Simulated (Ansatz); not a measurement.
Zinc-blende AlSb, treated with PBE0 (PAW; Ansatz, a program for electronic structure).

Settings: plane-wave cutoff 520 eV, 8×8×8 k mesh, scalar-relativistic PAW data made under PBE.

Cell (relaxed at this level):

AlSb has the cubic space group F-43m (No. 216), the zinc blende structure, Pearson symbol cF8. Conventional cell: a = b = c = 6.166 Å, α = β = γ = 90.00°. Al on 4a sees 4 Sb at 2.670 Å (tetrahedral). Sb on 4c is surrounded by 4 Al at 2.670 Å (tetrahedral). (Neighbours: up to the widest gap in distance over summed covalent radii, below 1.35, at either atom; cation-cation and far metal-metal contacts left out.)
(The calculation used a cell of 2 atoms; values per cell refer to that cell.)

Predict the elastic constant C12, Poisson ratio, elastic constant C11 and elastic constant C44.


- elastic constant C12 = 41.5 GPa
- Poisson ratio = 0.257
- elastic constant C11 = 88.3 GPa
- elastic constant C44 = 41.8 GPa

Measured, for comparison: elastic constant C12 43.4 GPa, elastic constant C11 87.7 GPa, elastic constant C44 40.8 GPa (temperature not stated, not corrected to a static lattice; as tabulated in Oses et al. (2018), arXiv:1811.08464). Computed (rounded) less measured: elastic constant C12 -4 %, elastic constant C11 +0.7 %, elastic constant C44 +2 %. A static lattice is as a rule a little smaller and stiffer than an uncorrected measurement, which can account for part of this.

Elastic constants are with the ions relaxed.

Spin–orbit coupling is not included.
